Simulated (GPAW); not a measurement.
**MoS2: single point with PBE**

MoS2:

```
CELL_PARAMETERS angstrom
3.22746 0.00000 0.00000
-1.61373 2.79507 0.00000
0.00000 0.00000 6.31247
ATOMIC_POSITIONS crystal
Mo 0.00000 0.00000 0.50000
S 0.66667 0.33333 0.74468
S 0.33333 0.66667 0.25532
```

Measurements of this composition are mostly on another form, of space group No. 194.

```
Program             : GPAW 26.7.0
Task                : single point
Functional          : PBE
Potentials or basis : GPAW PAW data sets (gpaw-data 1.2.1)
Cutoff              : 600 eV
Basis               : pw
k mesh              : 9 × 9 × 4
Occupations         : fermi-dirac, width 0.05 eV
Spin                : no spin polarisation
```

| Quantity | Value |
| --- | --- |
| Pressure | 1.0 GPa |
| Largest force | 0.288 eV/Å |
| Band gap on the k mesh | none (metal or under the smearing width) |

Forces on the atoms (eV/Å):
```
Mo   0.000  0.000  0.000
S    0.000  0.000  0.288
S    0.000  0.000 -0.288
```

Stress tensor (GPa, compression positive):
```
0.07 0.00 0.00
0.00 0.07 0.00
0.00 0.00 2.95
```

Levels at points of the mesh, in eV from the Fermi level:
```csv
k point,band 9,band 10,band 11,band 12,band 13,band 14,band 15,band 16,band 17,band 18
"(0.00, 0.00, 0.00)",-3.99,-1.82,-1.04,-0.94,-0.94,-0.31,-0.31,3.18,3.18,6.08
"(0.00, 0.00, 0.50)",-3.98,-3.56,-0.95,-0.95,-0.38,-0.38,-0.06,3.34,3.34,6.04
```

Wall time 36 s on 1 thread of Arm Neoverse V1 (shared host), peak memory 0.19 GiB.

Caveat: this functional lacks dispersion, which binds the layers, so the pressure and a relaxed spacing across them are unreliable.
